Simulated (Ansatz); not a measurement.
# ZrNbTe3: the cost of one run

Method: DFT PBE, scalar-relativistic, plane waves, PAW, in Ansatz 0.2.0.

1 further run of the same task is left out (it didn't finish).

**1. The structure to begin with**

The structure is cubic, space group Pm-3m (No. 221). Conventional cell: a = 4.826 Å, b = 4.826 Å, c = 4.826 Å, α = 90.00°, β = 90.00°, γ = 90.00°. Around Zr (site symmetry m-3m) lie 12 Te at 3.41 Å. Around Nb (site symmetry m-3m) lie 6 Te at 2.41 Å. Te (site symmetry 4/mmm) has 2 Nb at 2.41 Å and 4 Zr at 3.41 Å and 8 Te at 3.41 Å as nearest neighbours.

As a file:

```xyz
5
Lattice="4.8258 0.0000 0.0000 0.0000 4.8258 0.0000 0.0000 0.0000 4.8258" Properties=species:S:1:pos:R:3 pbc="T T T"
Zr    0.0000    0.0000    0.0000
Nb    2.4129    2.4129    2.4129
Te    0.0000    2.4129    2.4129
Te    2.4129    0.0000    2.4129
Te    2.4129    2.4129    0.0000
```

A structure generator made this guess: species swapped into a database cell of KNbO3 (Pm-3m, No. 221), with Zr on the K sites and Te on the O sites. Its size is a rough estimate.

**2. A first look at the guess**

File input.yaml:

```yaml
crystal:
  lattice:
    - [4.82583593, 0.0, 0.0]
    - [0.0, 4.82583593, 0.0]
    - [0.0, 0.0, 4.82583593]
  atoms:
    - { symbol: Zr, position: [0.0, 0.0, 0.0] }
    - { symbol: Nb, position: [0.5, 0.5, 0.5] }
    - { symbol: Te, position: [0.0, 0.5, 0.5] }
    - { symbol: Te, position: [0.5, 0.0, 0.5] }
    - { symbol: Te, position: [0.5, 0.5, 0.0] }
basis:
  ecutwfc: 420
kpoints:
  mp_grid: { grid: [4, 4, 4] }
hamiltonian:
  xc: pbe
scf:
  occupations: { method: gaussian, width: 0.1 }
  lower_state_search: "off"
output:
  forces: true
  stress: true
  eigenvalues: true
```

The run is started by

```
$ ansatz run input.yaml --threads 1 --pin off --max-ram 2560MiB --backend cpu --events-out ev --progress --plain --runs-dir out
```

Q: Estimate wall time and peak memory on 1 thread of AMD EPYC 9R45 (Zen 5), shared host.

About 1.4 s, with a peak of 0.47 GiB.
